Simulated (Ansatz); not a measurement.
Relaxed ZrO2 (tetragonal-ZrO2 type, space group P4_2/nmc):

```
ZrO2
1.0
    3.62104     0.00000     0.00000
    0.00000     3.62104     0.00000
    0.00000     0.00000     5.28279
Zr O
2 4
Direct
  0.00000   0.00000   0.00000
  0.50000   0.50000   0.50000
  0.00000   0.50000   0.19278
  0.00000   0.50000   0.69278
  0.50000   0.00000   0.30722
  0.50000   0.00000   0.80722
```

In each cell atom 6 (O, nearest neighbour Zr at 2.077 Å; its periodic images, 3.6 Å or more away, move with it) moves by s·(0.577, 0.577, 0.577) (along Cartesian [111]), the rest being held.

Method: PBE (plane waves to 420 eV, PAW, scalar-relativistic; Ansatz, a first-principles code). k mesh 7×7×5 (Γ-centred), Fermi-Dirac smearing 0.05 eV. The energy includes the smearing's −TS. Stress and pressure are positive under compression. Left out: 3 of 11 points, with atoms too close for the PAW data. F∥ is the force on the atom along that direction. This is a high-temperature form of ZrO2. ZrO2 is run without spin polarisation. ZrO2 was relaxed with its symmetry unable to fall. The zero of ΔE is the undisplaced structure.

| s (Å) | F∥ (eV/Å) | P (GPa) | ΔE (meV/cell) |
|---|---|---|---|
| -0.620 | … | … | 2042 |
| -0.496 | 5.310 | 4.4 | 1277 |
| -0.372 | 3.828 | 1.8 | 713 |
| -0.248 | 2.534 | 0.2 | 320 |
| -0.124 | 1.299 | -0.4 | 82 |
| 0.000 | 0.000 | 0.0 | 0 |
| 0.124 | -1.472 | 1.5 | … |
| 0.248 | -3.210 | 4.2 | … |

**Question.** Fill in the missing entries.

**Answer.** 
- -0.620, F∥ (eV/Å): 7.088
- -0.620, P (GPa): 8.1
- 0.124, ΔE (meV/cell): 89
- 0.248, ΔE (meV/cell): 376

(For displaced atoms, the force is minus the slope of the energy, and its curvature is a force constant, which sets phonon frequencies.)
